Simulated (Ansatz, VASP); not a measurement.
# AlN: VASP beside Ansatz

```
CELL_PARAMETERS angstrom
2.92757 0.00000 0.00000
-1.46378 2.53535 0.00000
0.00000 0.00000 5.62137
ATOMIC_POSITIONS crystal
Al 0.33333 0.66667 0.00000
Al 0.66667 0.33333 0.50000
N 0.33333 0.66667 0.38500
N 0.66667 0.33333 0.88500
```

Alike in both runs: task single point; functional r2SCAN; k mesh 12 × 12 × 6; occupations gaussian, width 0.05 eV; no spin polarisation.

|  | VASP | Ansatz |
| --- | --- | --- |
| version | VASP 6.6.1 | Ansatz 0.2.0 |
| potentials or method | VASP PAW PBE potentials, release 64 (Al, N) | scalar-relativistic, plane waves, PAW |
| plane-wave cutoff (eV) | 520 | 500 |
| valence electrons in the cell | 16 | 16 |

```csv
,VASP,Ansatz,Ansatz less VASP
gap on the k mesh at the Fermi level (eV),3.69,3.68,-0.019
least direct gap on the mesh (eV),3.69,3.68,-0.019
pressure (GPa),10.1,10.3,+0.20
largest component of the traceless stress (GPa),46.54,45.96,-0.576
rms of the force components (eV/Å),0.539,0.524,-0.0149
```

Atom by atom the forces differ by 0.015 eV/Å (rms over components). The functional is the same, so the differences come from potentials, cutoffs and numerics.

Caveats: the PAW data sets were made with another functional, which shifts forces and pressure a little (VASP). r2SCAN opens gaps a little over a GGA but as a rule still falls short of measured ones. A k mesh can miss the band edges.
